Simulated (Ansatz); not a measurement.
Rows from a G0W0 calculation on BN (Qingsongite) (Ansatz 0.2.0; G0W0 on PBE, plane waves, PAW; PAW set soft_1; 8×8×8 mesh, 75 empty bands, screening to 200 eV, PAW set soft_1 files), in eV. Spin-orbit coupling is left out.

```tsv
row	k	band	start	Σx	Σc at the solution	Vxc
A	(0.000, -0.500, -0.500)	c1	15.636	-8.045	-4.623	-13.285
B	(0.000, -0.500, -0.500)	v1	6.265	-22.240	3.733	-17.091
C	Γ	v1	11.170	-22.853	2.552	-19.288
D	Γ	c1	19.995	-7.954	-5.520	-14.677
E	(0.000, -0.500, -0.500)	c2	20.406	-7.932	-5.230	-13.927
```

Question: Give the quasiparticle energies and the shift of each level.

The quasiparticle equation reads E = start + Σx + Σc(E) − Vxc.

```tsv
row	E (eV)	shift (eV)
A	16.253	+0.617
B	4.849	−1.416
C	10.156	−1.014
D	21.198	+1.203
E	21.172	+0.765
```

Limits: not at the basis limit.

[Paths, hosts, dates, memory and timing lines, banners, echoed tables and standing remarks are left out of the program output.]

[Logs are printed without paths, hosts, clocks, repeated set-up lines and the standing remarks that a program may print on its own settings, such as how far it seeks lower states.]

[Runs of the session that timed out or met a known fault of the program may be left out.]

[Cells called generated may have been cut or substituted from an entry of the Crystallography Open Database or the Materials Project.]

[Hosts, paths, dates, database ids (printed as entryN), source tags and the programs' standing remarks are cut or masked in the printed files.]
